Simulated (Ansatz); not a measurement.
# TaN: the cost of one run

Program: Ansatz 0.2.0. Level of theory: DFT PBEsol, scalar-relativistic. These are calculated values, not measurements.

## (1) Starting point

It takes space group Fm-3m (No. 225, cubic). The conventional cell has a = 4.358 Å, b = 4.358 Å, c = 4.358 Å, α = 90.00°, β = 90.00°, γ = 90.00°. Around Ta (site symmetry m-3m) lie 6 N at 2.18 Å. N (site symmetry m-3m) is surrounded by 6 Ta at 2.18 Å.

Structure file:

```xyz
2
Lattice="0.0000 2.1790 2.1790 2.1790 0.0000 2.1790 2.1790 2.1790 0.0000" Properties=species:S:1:pos:R:3 pbc="T T T"
Ta    2.1790    2.1790    2.1790
N     0.0000    0.0000    0.0000
```

Atoms are numbered in the order of the input: Ta1, N2.

## (2) After the deformation

Space group Fm-3m before, I4/mmm after.

## (3) LAPW, all electrons

Contents of input.yaml:

```yaml
crystal:
  lattice:
    - [0.0, 2.179, 2.13542]
    - [2.179, 0.0, 2.13542]
    - [2.179, 2.179, 0.0]
  atoms:
    - { symbol: Ta, position: [0.5, 0.5, 0.5] }
    - { symbol: "N", position: [0.0, 0.0, 0.0] }
kpoints:
  mp_grid: { grid: [9, 9, 9] }
  band_path:
    path:
      - [0.0, 0.0, 0.0]
      - [0.0, 0.5, 0.5]
      - [0.25, 0.75, 0.5]
      - [0.0, 0.5, 0.0]
      - [0.0, 0.0, 0.0]
      - [0.5, 0.5, 0.0]
      - [0.3801541025, 0.6198458975, 0.0]
      - [-0.3801541025, 0.3801541025, 0.0]
      - [0.0, 0.0, 0.0]
    npoints: 5
scf:
  occupations: { method: fermi_dirac, width: 0.02 }
hamiltonian:
  xc: pbesol
  pseudopotentials: { kind: all_electron, lapw: { basis_error: 0.0005 } }
output:
  forces: true
  stress: true
  eigenvalues: true
```

Command:

```console
> ansatz run input.yaml --threads 1 --pin off --max-ram 3072MiB --backend cpu --events-out ev --progress --plain --runs-dir out
```

Q: Estimate wall time and peak memory on 1 thread of Arm Neoverse V1, shared host.

About 28 s, with a peak of 0.43 GiB.
